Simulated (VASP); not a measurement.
# SrTiO3 (Pm-3m) in VASP: further runs, part 2 of 2

VASP 6.6.1. The steps go on from the part before.

**3. Relaxation of cell and atoms, PBEsol**

This run uses another cell than the first one, of 11.82 Å³/atom, 0.992 times its volume.

File INCAR:

```
SYSTEM = SrTiO3
PREC = Accurate
ENCUT = 600
EDIFF = 1E-7
ISMEAR = 0
SIGMA = 0.03
LREAL = .FALSE.
LASPH = .TRUE.
NELM = 80
ALGO = Normal
ISIF = 3
LWAVE = .FALSE.
LCHARG = .FALSE.
GGA = PS
IBRION = 2
NSW = 90
EDIFFG = -0.005
```

File KPOINTS:

```
regular mesh
0
G
  8 8 8
  0 0 0
```

File POSCAR:

```
SrTiO3                                  
1.0
    3.8947475962      0.0000000000      0.0000000000
    0.0000000000      3.8947475962     -0.0000000000
    0.0000000000     -0.0000000000      3.8947475962
  Sr              Ti              O             
     1     1     3
Direct
     0.5000000000000000    0.5000000000000000    0.5000000000000000
     0.0000000000000000    0.0000000000000000    0.0000000000000000
     0.5000000000000000    0.0000000000000000    0.0000000000000000
     0.0000000000000000    0.5000000000000000    0.0000000000000000
     0.0000000000000000    0.0000000000000000    0.5000000000000000
```

Potentials or basis: VASP PAW PBE potentials, release 64 (Sr_sv, Ti_sv, O).

Run with:

```
$ cat potpaw_PBE.64/Sr_sv/POTCAR potpaw_PBE.64/Ti_sv/POTCAR potpaw_PBE.64/O/POTCAR > POTCAR
$ mpirun -np 1 vasp_std > vasp.out
```

OUTCAR:

```text
SYSTEM = SrTiO3
   PREC = Accurate
   ENCUT = 600
   EDIFF = 1E-7
   ISMEAR = 0
   LREAL = .FALSE.
   LASPH = .TRUE.
   NELM = 80
   ISIF = 3
   GGA = PS
   IBRION = 2
   NSW = 90
   EDIFFG = -0.005

 ion  position               nearest neighbor table
   1  0.500  0.500  0.500-   3 2.75   4 2.75   5 2.75   3 2.75   4 2.75   3 2.75   5 2.75   3 2.75
                             4 2.75   5 2.75   4 2.75   5 2.75   2 3.37   2 3.37   2 3.37   2 3.37
   2  0.000  0.000  0.000-   3 1.95   4 1.95   5 1.95   5 1.95   4 1.95   3 1.95   1 3.37   1 3.37
                             1 3.37   1 3.37   1 3.37   1 3.37   1 3.37   1 3.37
   3  0.500  0.000  0.000-   2 1.95   2 1.95   1 2.75   1 2.75   1 2.75   1 2.75
   4  0.000  0.500  0.000-   2 1.95   2 1.95   1 2.75   1 2.75   1 2.75   1 2.75
   5  0.000  0.000  0.500-   2 1.95   2 1.95   1 2.75   1 2.75   1 2.75   1 2.75

  LATTYP: Found a simple cubic cell.
 ALAT       =     3.8947475962

  Lattice vectors:

 A1 = (   3.8947475962,   0.0000000000,   0.0000000000)
 A2 = (   0.0000000000,   3.8947475962,   0.0000000000)
 A3 = (   0.0000000000,   0.0000000000,   3.8947475962)

Analysis of symmetry for initial positions (statically):
=====================================================================
 Subroutine PRICEL returns:
 Original cell was already a primitive cell.

 Routine SETGRP: Setting up the symmetry group for a
 simple cubic supercell.

 Subroutine GETGRP returns: Found 48 space group operations
 (whereof 48 operations were pure point group operations)
 out of a pool of 48 trial point group operations.

The static configuration has the point symmetry O_h .

Analysis of symmetry for dynamics (positions and initial velocities):
=====================================================================
 Subroutine PRICEL returns:
 Original cell was already a primitive cell.

 Routine SETGRP: Setting up the symmetry group for a
 simple cubic supercell.

 Subroutine GETGRP returns: Found 48 space group operations
 (whereof 48 operations were pure point group operations)
 out of a pool of 48 trial point group operations.

The dynamic configuration has the point symmetry O_h .

 Subroutine INISYM returns: Found 48 space group operations
 (whereof 48 operations are pure point group operations),
 and found     1 'primitive' translations

----------------------------------------------------------------------------------------

                                     Primitive cell

  volume of cell :      59.0797

  direct lattice vectors                    reciprocal lattice vectors
     3.894747596  0.000000000  0.000000000     0.256756048  0.000000000  0.000000000
     0.000000000  3.894747596  0.000000000     0.000000000  0.256756048  0.000000000
     0.000000000  0.000000000  3.894747596     0.000000000  0.000000000  0.256756048

  length of vectors
     3.894747596  3.894747596  3.894747596     0.256756048  0.256756048  0.256756048

  position of ions in fractional coordinates (direct lattice)
     0.500000000  0.500000000  0.500000000
     0.000000000  0.000000000  0.000000000
     0.500000000  0.000000000  0.000000000
     0.000000000  0.500000000  0.000000000
     0.000000000  0.000000000  0.500000000

  ion indices of the primitive-cell ions
[... 37 lines left out ...]
  0.250000  0.000000  0.000000      6.000000
  0.375000  0.000000  0.000000      6.000000
  0.500000  0.000000  0.000000      3.000000
  0.125000  0.125000  0.000000     12.000000
[... 16 lines left out ...]
  0.375000  0.375000  0.125000     24.000000
  0.500000  0.375000  0.125000     24.000000
 [... further k-points ...]
   k-points           NKPTS =     35   k-points in BZ     NKDIM =     35   number of bands    NBANDS=     24
   number of dos      NEDOS =    301   number of ions     NIONS =      5
   total plane-waves  NPLWV =  32768
   dimension x,y,z NGX =    32 NGY =   32 NGZ =   32
   dimension x,y,z NGXF=    64 NGYF=   64 NGZF=   64
   ions per type =               1   1   3
   NGX,Y,Z   is equivalent  to a cutoff of  13.66, 13.66, 13.66 a.u.
   NGXF,Y,Z  is equivalent  to a cutoff of  27.32, 27.32, 27.32 a.u.
 SYSTEM =  SrTiO3
   PREC   = accura    normal or accurate (medium, high low for compatibility)
   ISTART =      0    job   : 0-new  1-cont  2-samecut
   ICHARG =      2    charge: 1-file 2-atom 10-const
   ISPIN  =      1    spin polarized calculation?
   LNONCOLLINEAR =      F non collinear calculations
   LSORBIT =      F    spin-orbit coupling
   LASPH  =      T    aspherical Exc in radial PAW
   ENCUT  =  600.0 eV  44.10 Ry    6.64 a.u.   7.78  7.78  7.78*2*pi/ulx,y,z
   NELM   =     80;   NELMIN=  2; NELMDL= -5     # of ELM steps
   EDIFF  = 0.1E-06   stopping-criterion for ELM
   LREAL  =      F    real-space projection
   EDIFFG = -.5E-02   stopping-criterion for IOM
   NSW    =     90    number of steps for IOM
   IBRION =      2    ionic relax: 0-MD 1-quasi-New 2-CG
   NFREE  =      1    steps in history (QN), initial steepest desc. (CG)
   ISIF   =      3    stress and relaxation
   ISYM   =      2    0-nonsym 1-usesym 2-fastsym
   POTIM  = 0.5000    time-step for ionic-motion
   TEBEG  =    0.0;   TEEND  =   0.0 temperature during run
   PSTRESS=    0.0 pullay stress
   NELECT =      40.0000    total number of electrons
   NUPDOWN=      -1.0000    fix difference up-down
   EMIN   =  10.00;   EMAX   =-10.00  energy-range for DOS
   EFERMI =   0.00;   METHOD = LEGACY
   ISMEAR =     0;   SIGMA  =   0.03  broadening in eV -4-tet -1-fermi 0-gaus
   EFERMI_NEDOS =   21; number of points for ismear=-14 and -15
   IALGO  =     38    algorithm
   IMIX   =      4    mixing-type and parameters
     AMIX     =   0.40;   BMIX     =  1.00
     AMIX_MAG =   1.60;   BMIX_MAG =  1.00
  volume/ion in A,a.u.               =      11.82        79.74
  Fermi-wavevector in a.u.,A,eV,Ry     =   1.437525  2.716529 28.116155  2.066479
  Thomas-Fermi vector in A             =   2.556593
   LORBIT       =      0    0 simple, 1 ext, 2 COOP (PROOUT), +10 PAW based schemes
   GGA     = PS    functional components
   LHFCALC =     F    Hartree Fock is set to
   AEXX    =    0.0000 exact exchange contribution
   IVDW    =     0    specifies the selected vdW correction
   LEPSILON=     F    determine dielectric tensor
   LRPA    =     F    only Hartree local field effects (RPA)
 conjugate gradient relaxation of ions
 non-spin polarized calculation
 Gauss-broadening in eV      SIGMA  =   0.03
  energy-cutoff  :      600.00
  volume of cell :       59.08
 maximum number of plane-waves:      2000
 NGX is ok and might be reduce to    32
   NGX = 15   NGY = 15   NGZ = 15

 number of electron      39.9999982 magnetization

 Free energy of the ion-electron system (eV)
  ---------------------------------------------------
  ext. energy  EPLUGINS =         0.00000000
  ---------------------------------------------------
  free energy    TOTEN  =       -42.02217016 eV

  energy without entropy =      -42.02217016  energy(sigma->0) =      -42.02217016

 E-fermi :   4.2730     XC(G=0): -11.5816

 val. band max:        4.0890227463   @ k =   0.5000   0.5000   0.5000
 cond. band min:       5.9044855116   @ k =   0.0000   0.0000   0.0000
 fundamental gap:      1.8154627653
 Fermi energy:         4.2730181495

 k-point     1 :       0.0000    0.0000    0.0000
  band No.  band energies     occupation
      1     -52.0791      2.00000
      2     -28.5312      2.00000
      3     -28.4468      2.00000
      4     -28.4468      2.00000
      5     -28.4468      2.00000
      6     -13.2996      2.00000
[... 637 lines left out ...]
     23       8.2736      0.00000
     24       9.9449      0.00000

 [... further k-points ...]

------------------------ aborting loop because EDIFF is reached ----------------------------------------

  FORCE on cell =-STRESS in cart. coord.  units (eV):
  Direction    XX          YY          ZZ          XY          YZ          ZX
  --------------------------------------------------------------------------------------
  -------------------------------------------------------------------------------------
  Total       -0.0023794     -0.0023794     -0.0023794      0.0000000     -0.0000000      0.0000000
  in kB       -0.0645281     -0.0645281     -0.0645281      0.0000000     -0.0000000      0.0000000
  external PRESSURE =      -0.0645281 kB  Pullay stress =       0.0000000 kB

 VOLUME and BASIS-vectors are now :
 -----------------------------------------------------------------------------
  energy-cutoff  :      600.00
  volume of cell :       59.08
      direct lattice vectors                 reciprocal lattice vectors
     3.894747596  0.000000000  0.000000000     0.256756048  0.000000000  0.000000000
     0.000000000  3.894747596  0.000000000     0.000000000  0.256756048  0.000000000
     0.000000000  0.000000000  3.894747596     0.000000000  0.000000000  0.256756048

 POSITION                                       TOTAL-FORCE (eV/Angst)
 -----------------------------------------------------------------------------------
      1.94737      1.94737      1.94737         0.000000      0.000000      0.000000
      0.00000      0.00000      0.00000         0.000000      0.000000      0.000000
      1.94737      0.00000      0.00000         0.000000      0.000000      0.000000
      0.00000      1.94737      0.00000         0.000000      0.000000      0.000000
      0.00000      0.00000      1.94737         0.000000      0.000000      0.000000
 -----------------------------------------------------------------------------------
    total drift:                                0.000000      0.000000     -0.000000

  FREE ENERGIE OF THE ION-ELECTRON SYSTEM (eV)
  ---------------------------------------------------
  free  energy   TOTEN  =       -42.0221701629 eV

  energy  without entropy=      -42.0221701629  energy(sigma->0) =      -42.02217016

 reached required accuracy - stopping structural energy minimisation
```

Run time: 24 s. Hardware: 1 thread of Intel Xeon 6975P-C (Granite Rapids), shared host; peak memory 0.22 GiB.

Results:

```yaml
Free_energy: -42.0222 eV
Pressure_after_relaxing: 0.0 GPa
Band_gap_on_the_k_mesh: 1.82 eV, indirect (least direct gap 2.17 eV)
```

Final structure:
```
Sr Ti O
1.0
     3.89475    0.00000    0.00000
     0.00000    3.89475    0.00000
     0.00000    0.00000    3.89475
Sr Ti O
1 1 3
Direct
  0.50000 0.50000 0.50000
  0.00000 0.00000 0.00000
  0.50000 0.00000 0.00000
  0.00000 0.50000 0.00000
  0.00000 0.00000 0.50000
```

Levels at points of the mesh, in eV from the valence-band top:
| k point | band 18 | band 19 | band 20 | band 21 | band 22 | band 23 |
| --- | --- | --- | --- | --- | --- | --- |
| (0.00, 0.00, 0.00) | -0.35 | -0.35 | -0.35 | 1.82 | 1.82 | 1.82 |
| (0.50, 0.00, 0.00) | -2.06 | -0.74 | -0.74 | 2.00 | 3.82 | 3.82 |
| (0.50, 0.50, 0.00) | -1.60 | -1.60 | -0.10 | 3.83 | 3.83 | 4.28 |
| (0.50, 0.50, 0.50) | 0.00 | 0.00 | 0.00 | 4.52 | 4.52 | 4.52 |

Caveat: the relaxation stopped at its first step, so nothing moved; the PAW data sets were made with another functional, which shifts forces and pressure a little.
